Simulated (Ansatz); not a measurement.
# Al (P6_3/mmc) in Ansatz: notebook

One crystal, Al, is run at these levels: LDA; tasks: single point, equation of state.

Everything below comes from runs of Ansatz 0.2.0. Logs are shortened: lines on timing, memory, paths and dates and some standing lists are left out, and cuts for length are marked.

## Step 1: Starting point

The structure is hexagonal, space group P6_3/mmc (No. 194). The conventional cell has a = 2.812 Å, b = 2.812 Å, c = 4.867 Å, α = 90.00°, β = 90.00°, γ = 120.00°. Al (site symmetry -6m2) has 12 Al at 2.81 to 2.93 Å as nearest neighbours.

This isn't the form of Al at room conditions, which is fcc.

## Step 2: Single point, LDA, 15.67 Å³/atom (volume scaled by 0.94)

input.yaml

```yaml
crystal:
  lattice:
    - [2.7550421937, 0.0, 0.0]
    - [-1.3775210968, 2.3859365282, 0.0]
    - [0.0, 0.0, 4.7674986532]
  atoms:
    - { symbol: Al, position: [0.3333333333, 0.6666666667, 0.25] }
    - { symbol: Al, position: [0.6666666667, 0.3333333333, 0.75] }
kpoints:
  mp_grid: { grid: [11, 11, 6] }
scf:
  occupations: { method: fermi_dirac, width: 0.05 }
hamiltonian:
  xc: lda
  pseudopotentials: { kind: all_electron, lapw: { basis_error: 0.001 } }
output:
  forces: true
  stress: true
  eigenvalues: true
```

Potentials or basis: all-electron LAPW, scalar-relativistic.

Launch:

```
$ ansatz run input.yaml --threads 1 --pin off --max-ram 3072MiB --backend cpu --events-out ev --progress --plain --runs-dir out
```

The log of the run:

```text
Warning: RAYON_NUM_THREADS=1 ignored (pool sized by the plan → 1); use --threads N
LAPW: plane waves up to 6.238 Å⁻¹, error target 1.0e-3 eV per atom; small_component_spin mean_spin; Al in spheres of 1.378 Å, 11 of its electrons in bands, Dirac shells [] (how accurate: hamiltonian.pseudopotentials.lapw.basis_error, Limitations)
Engine: ansatz 0.2.0, aarch64-unknown-linux-gnu
Pseudopotentials: kind: all_electron
Pseudopotential: Al, LAPW, valence charge 11, lapw/all_electron/scalar/gaussian/Al, Koelling and Harmon's equation, gaussian nucleus
Functional definition: SPW92
  exchange = slater_x
  correlation = pw_c
Crystal: 2 atoms, lattice volume = 31.338 Å³
Basis set: ecut = 148.27355148740546 eV, 135 PW (Γ), exchange–correlation at level 2
Bands: 15, of which v1, the nominal top of the filled ones, is band 11 counted from 1 (10 counted from 0)
Symmetry: 24 space group operations
Space group: P63/mmc (ITA 194), of the structure as read, at distance tolerance 3.2e-5 Å
k-points: 64 of 726
Non-local potential: Al, projectors of the file, none
Initial density: superposition of atomic densities (chi_scale 0.1, normalization cell)
Initial wavefunctions: plane waves of lowest kinetic energy (no species holds an atomic orbital)
Functional: x = slater, c = lda
iter 1 solved again at ethr=1.31e-4 eV; its pass at ethr=1.00e-1 eV (dr2=2.87e-2 eV) is discarded
SCF iter   1: F=—  HF=-13165.933206 eV  |F-HF|=—  |Δ(HF+E_count)|=         —  Δρ=1.21e-2  dr2=2.89e-2  ethr=1.31e-4  ⟨swp⟩=3.2  Hψ=7146  notcnv=0
preconditioner: auto → none  [metal: Δε(μ)=0.152 eV  Ē_g=9.324 eV  σ=0.050 eV  W_gap=0.49  n_scr=2 (ndim 8)  ℏωp=16.2 eV  f_vac=0.000  D(μ)=0.45/eV (n_scr^D=2)  sad-step TF]
SCF iter   2: F=—  HF=-13165.884598 eV  |F-HF|=—  |Δ(HF+E_count)|=   4.86e-2  Δρ=7.34e-3  dr2=1.22e-2  ethr=1.31e-4  ⟨swp⟩=2.0  Hψ=2683  notcnv=0
iter 3 solved again at ethr=1.30e-6 eV; its pass at ethr=5.53e-5 eV (dr2=2.87e-4 eV) is discarded
SCF iter   3: F=—  HF=-13165.871726 eV  |F-HF|=—  |Δ(HF+E_count)|=   1.29e-2  Δρ=1.03e-3  dr2=2.87e-4  ethr=1.30e-6  ⟨swp⟩=2.0  Hψ=4704  notcnv=0
SCF iter   4: F=—  HF=-13165.871688 eV  |F-HF|=—  |Δ(HF+E_count)|=   3.86e-5  Δρ=1.98e-4  dr2=1.12e-5  ethr=1.30e-6  ⟨swp⟩=2.0  Hψ=2638  notcnv=0
SCF iter   5: F=-13165.871689 eV  HF=-13165.871689 eV  |F-HF|=1.32e-8  |Δ(HF+E_count)|=   1.77e-6  Δρ=1.28e-5  dr2=4.24e-8  ethr=5.09e-8  ⟨swp⟩=2.0  Hψ=2638  notcnv=0
SCF 1 converged in 5 iterations: F = -13165.871689 eV  dr2 = 4.24e-8
SCF converged after 5 iterations
Free energy (F): -13165.871689 eV
Harris-Foulkes:  -13165.871689 eV  (|F-HF|=1.32e-8)
Internal energy: -13165.867522 eV  (E = F + TS)
E sigma→0 (E₀):  -13165.869606 eV
Entropy (-TS):   -0.004168 eV (-2.084 meV/atom)
Fermi energy:    10.288405 eV
--- Per-component energies (eV) ---
  E_band       = -988.292360
  E_kinetic    = 13180.207524
  E_xc         = -964.058769
  E_electrostatic = -25382.016277  (all electrons and nuclei)
  E_smearing   = -0.004168  (= −TS)
  E_closure    = 0.000000  (closes the sum)
  E_atoms      = -13157.570602  (free atoms, spherical and without spin; not in F)
  Σ components = -13165.871689   (vs F -13165.871689, Δ=0.00e0)
  Basis errors (estimates in eV, not in F): energy 2.9e-4 per atom: plane waves 2.8e-4 (1.5e-4 summed), levels above the bands 3.9e-44, relativity 6.1e-10, radial functions 1.2e-5, core shells 6.7e-13; eigenvalues (radial functions only) 5.3e-6; not estimated: angular momenta, meshes, grids; target (lapw.basis_error) 1.0e-3; muffin-tin radii Al 1.378 Å
--- Forces (eV/Å), atoms counted from 1 ---
  atom   1  Al     0.00000000    -0.00000000     0.00000000
  atom   2  Al    -0.00000000     0.00000000     0.00000000
  max |Σ_I F_I| component: 5.78e-19 eV/Å
--- Stress (GPa, compression-positive) ---
        3.718886      -0.000000       0.000000
       -0.000000       3.718886       0.000000
        0.000000       0.000000      -1.941167
  P = ⅓ Tr σ = 1.8322 GPa (18.322 kbar)
--- Band table (eV; the first three rows and the last of 64) ---
  k-point 0: bands = ["-92.2624", "-92.2595", "-54.4808", "-54.4575", "-54.4469", "-54.4469", "-54.4438", "-54.4438", "-1.2031", "5.0735", "5.2167", "21.6687", "22.1193", "22.1193", "22.2351"]
  k-point 1: bands = ["-92.2622", "-92.2597", "-54.4792", "-54.4590", "-54.4467", "-54.4467", "-54.4440", "-54.4440", "-1.0227", "3.2339", "7.3736", "19.0370", "22.2498", "22.2498", "22.3780"]
  k-point 2: bands = ["-92.2617", "-92.2603", "-54.4750", "-54.4633", "-54.4461", "-54.4461", "-54.4446", "-54.4446", "-0.4831", "1.6533", "9.9047", "15.7953", "22.6253", "22.6253", "22.7753"]
  k-point 63: bands = ["-92.2571", "-92.2571", "-54.4719", "-54.4719", "-54.4641", "-54.4641", "-54.4586", "-54.4586", "7.5829", "7.5829", "8.4142", "8.4142", "10.4954", "10.4954", "19.5614"]
```

Wall time 3.3 s (1 thread of Arm Neoverse V2, shared host); peak memory 0.22 GiB.

What came out:

```yaml
Free_energy: -13165.8717 eV
Pressure: 1.8 GPa
Band_gap_on_the_k_mesh: none (metal or under the smearing width)
```

## Step 3: Single point, LDA, 16.00 Å³/atom (volume scaled by 0.96)

input.yaml, as its differences from that of step 2:

```diff
@@ -2,5 +2,5 @@
   lattice:
-    - [2.7550421937, 0.0, 0.0]
-    - [-1.3775210968, 2.3859365282, 0.0]
-    - [0.0, 0.0, 4.7674986532]
+    - [2.7744445386, 0.0, 0.0]
+    - [-1.3872222692, 2.4027394518, 0.0]
+    - [0.0, 0.0, 4.8010736936]
   atoms:
```

Potentials or basis: all-electron LAPW, scalar-relativistic.

Launch:

```
$ ansatz run input.yaml --threads 1 --pin off --max-ram 3072MiB --backend cpu --events-out ev --progress --plain --runs-dir out
```

Run time: 3.1 s. Hardware: 1 thread of Arm Neoverse V2, shared host; peak memory 0.22 GiB.

It converged, with:

```
Free energy            : -13165.8755 eV
Pressure               : 0.0 GPa
Band gap on the k mesh : none (metal or under the smearing width)
```

## Step 4: Single point, LDA, 16.34 Å³/atom (volume scaled by 0.98)

input.yaml, as its differences from that of step 3:

```diff
@@ -2,5 +2,5 @@
   lattice:
-    - [2.7744445386, 0.0, 0.0]
-    - [-1.3872222692, 2.4027394518, 0.0]
-    - [0.0, 0.0, 4.8010736936]
+    - [2.7935792435, 0.0, 0.0]
+    - [-1.3967896217, 2.4193105923, 0.0]
+    - [0.0, 0.0, 4.834185593]
   atoms:
```

Launch:

```
$ ansatz run input.yaml --threads 1 --pin off --max-ram 3072MiB --backend cpu --events-out ev --progress --plain --runs-dir out
```

Wall time 3.1 s (1 thread of Arm Neoverse V2, shared host); peak memory 0.22 GiB.

It converged, with:

* Free energy: -13165.8722 eV
* Pressure: -1.6 GPa
* Band gap on the k mesh: none (metal or under the smearing width)

## Step 5: Single point, LDA, 16.67 Å³/atom

input.yaml, as its differences from that of step 4:

```diff
@@ -2,5 +2,5 @@
   lattice:
-    - [2.7935792435, 0.0, 0.0]
-    - [-1.3967896217, 2.4193105923, 0.0]
-    - [0.0, 0.0, 4.834185593]
+    - [2.8124553515, 0.0, 0.0]
+    - [-1.4062276757, 2.4356577814, 0.0]
+    - [0.0, 0.0, 4.86685]
   atoms:
```

Launch:

```
$ ansatz run input.yaml --threads 1 --pin off --max-ram 3072MiB --backend cpu --events-out ev --progress --plain --runs-dir out
```

Run time: 3.1 s. Hardware: 1 thread of Arm Neoverse V2, shared host; peak memory 0.22 GiB.

It converged, with:

- Free energy: -13165.8626 eV
- Pressure: -3.0 GPa
- Band gap on the k mesh: none (metal or under the smearing width)

## Step 6: Single point, LDA, 17.00 Å³/atom (volume scaled by 1.02)

input.yaml, as its differences from that of step 5:

```diff
@@ -2,5 +2,5 @@
   lattice:
-    - [2.8124553515, 0.0, 0.0]
-    - [-1.4062276757, 2.4356577814, 0.0]
-    - [0.0, 0.0, 4.86685]
+    - [2.8310814264, 0.0, 0.0]
+    - [-1.4155407132, 2.4517884355, 0.0]
+    - [0.0, 0.0, 4.899081734]
   atoms:
```

Potentials or basis: all-electron LAPW, scalar-relativistic.

Launch:

```
$ ansatz run input.yaml --threads 1 --pin off --max-ram 3072MiB --backend cpu --events-out ev --progress --plain --runs-dir out
```

Wall time 3.1 s (1 thread of Arm Neoverse V2, shared host); peak memory 0.22 GiB.

Results (log left out):

```
Free energy            : -13165.8474 eV
Pressure               : -4.3 GPa
Band gap on the k mesh : none (metal or under the smearing width)
```

## Step 7: Single point, LDA, 17.34 Å³/atom (volume scaled by 1.04)

input.yaml, as its differences from that of step 6:

```diff
@@ -2,5 +2,5 @@
   lattice:
-    - [2.8310814264, 0.0, 0.0]
-    - [-1.4155407132, 2.4517884355, 0.0]
-    - [0.0, 0.0, 4.899081734]
+    - [2.8494655872, 0.0, 0.0]
+    - [-1.4247327935, 2.4677095857, 0.0]
+    - [0.0, 0.0, 4.9308948445]
   atoms:
```

Launch:

```
$ ansatz run input.yaml --threads 1 --pin off --max-ram 3072MiB --backend cpu --events-out ev --progress --plain --runs-dir out
```

Run time: 3 s. Hardware: 1 thread of Arm Neoverse V2, shared host; peak memory 0.22 GiB.

The run converged. Its results:

```yaml
Free_energy: -13165.8272 eV
Pressure: -5.4 GPa
Band_gap_on_the_k_mesh: none (metal or under the smearing width)
```

## Step 8: Single point, LDA, 17.67 Å³/atom (volume scaled by 1.06)

input.yaml, as its differences from that of step 7:

```diff
@@ -2,5 +2,5 @@
   lattice:
-    - [2.8494655872, 0.0, 0.0]
-    - [-1.4247327935, 2.4677095857, 0.0]
-    - [0.0, 0.0, 4.9308948445]
+    - [2.8676155389, 0.0, 0.0]
+    - [-1.4338077694, 2.4834279049, 0.0]
+    - [0.0, 0.0, 4.9623026648]
   atoms:
```

Launch:

```
$ ansatz run input.yaml --threads 1 --pin off --max-ram 3072MiB --backend cpu --events-out ev --progress --plain --runs-dir out
```

Run time: 3.1 s. Hardware: 1 thread of Arm Neoverse V2, shared host; peak memory 0.22 GiB.

The run converged. Its results:

```yaml
Free_energy: -13165.8026 eV
Pressure: -6.4 GPa
Band_gap_on_the_k_mesh: none (metal or under the smearing width)
```

## Step 9: Equation of state, LDA

Potentials or basis: all-electron LAPW, scalar-relativistic.

No new run: the results of the series are fitted here.

What came out:

```yaml
Equilibrium_volume: 16.01 Å³/atom
Bulk_modulus_at_fixed_shape_and_positions: 81 GPa
Pressure_derivative_of_the_bulk_modulus: 4.5
```

Energy against volume, from the lowest point:
```csv
volume (Å³/atom),energy (meV/atom)
15.669,1.89
16.003,0.00
16.336,1.63
16.669,6.42
17.003,14.02
17.336,24.13
17.670,36.46
```

Caveat: the cell was scaled at fixed shape and fractional positions, which overstates the stiffness of a crystal with free parameters, most of all of layers and chains.
